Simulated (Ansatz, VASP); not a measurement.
# ZnO in VASP and in Ansatz

```xyz
4
Lattice="3.2374 0.0000 0.0000 -1.6187 2.8036 0.0000 0.0000 0.0000 5.2221" Properties=species:S:1:pos:R:3 pbc="T T T"
Zn    1.6187    0.9345    2.6141
Zn    0.0000    1.8691    0.0031
O     1.6187    0.9345    4.5939
O     0.0000    1.8691    1.9829
```

The cell is a database's computed one.

Alike in both runs: task single point; functional LDA; k mesh 6 × 6 × 4; occupations gaussian, width 0.1 eV; no spin polarisation.

|  | VASP | Ansatz |
| --- | --- | --- |
| version | VASP 6.6.1 | Ansatz 0.2.0 |
| potentials or method | VASP PAW LDA potentials, release 64 (Zn, O) | scalar-relativistic, plane waves, PAW |
| plane-wave cutoff (eV) | 520 | 420 |
| valence electrons in the cell | 36 | 36 |

```csv
,VASP,Ansatz,Ansatz less VASP
gap on the k mesh at the Fermi level (eV),0.74,0.73,-0.007
least direct gap on the mesh (eV),0.74,0.73,-0.007
pressure (GPa),-5.5,-6.5,-1.03
largest component of the traceless stress (GPa),0.13,0.14,+0.005
```

As with any semilocal functional, this LDA gap is likely too small.
